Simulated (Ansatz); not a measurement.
Input and command of a plane-wave DFT calculation in Ansatz:

```yaml
crystal:
  lattice:
    - [2.9991081452, -2.9991078947, 0.0]
    - [2.9991081452, 2.9991078947, 0.0]
    - [0.0, 0.0, 10.5906919754]
  atoms:
    - { symbol: Ca, position: [0.7500077538, 0.2499922462, 0.8712316879] }
    - { symbol: Ca, position: [0.2499922462, 0.7500077538, 0.1287683121] }
    - { symbol: Ca, position: [0.7499922462, 0.2500077538, 0.3712316879] }
    - { symbol: Ca, position: [0.2500077538, 0.7499922462, 0.6287683121] }
    - { symbol: O, position: [0.2499958234, 0.2500041766, 0.25] }
    - { symbol: O, position: [0.7500041766, 0.7499958234, 0.75] }
    - { symbol: O, position: [0.2500041766, 0.2499958234, 0.75] }
    - { symbol: O, position: [0.7499958234, 0.7500041766, 0.25] }
basis:
  ecutwfc: 420
kpoints:
  mp_grid: { grid: [4, 4, 2] }
hamiltonian:
  xc: pbesol
scf:
  occupations: { method: gaussian, width: 0.1 }
output:
  forces: true
  stress: true
  eigenvalues: true
```

```bash
ansatz run input.yaml --threads 2 --pin off --max-ram 5120MiB --backend cpu --events-out ev --progress --plain --runs-dir out
```

Processor: Intel(R) Xeon(R) Platinum 8375C CPU @ 2.90GHz (Ice Lake), 2 threads, on a host shared with other jobs.

Problem. How long does it run, and how much memory does it take?

Solution. About 2.2 s on 2 threads of Intel(R) Xeon(R) Platinum 8375C CPU @ 2.90GHz (Ice Lake), with other jobs on the host, peak memory 0.51 GiB. It solves 40 bands at 14 k points (the mesh reduced by symmetry) with about 3699 plane waves, in 7 SCF iterations.
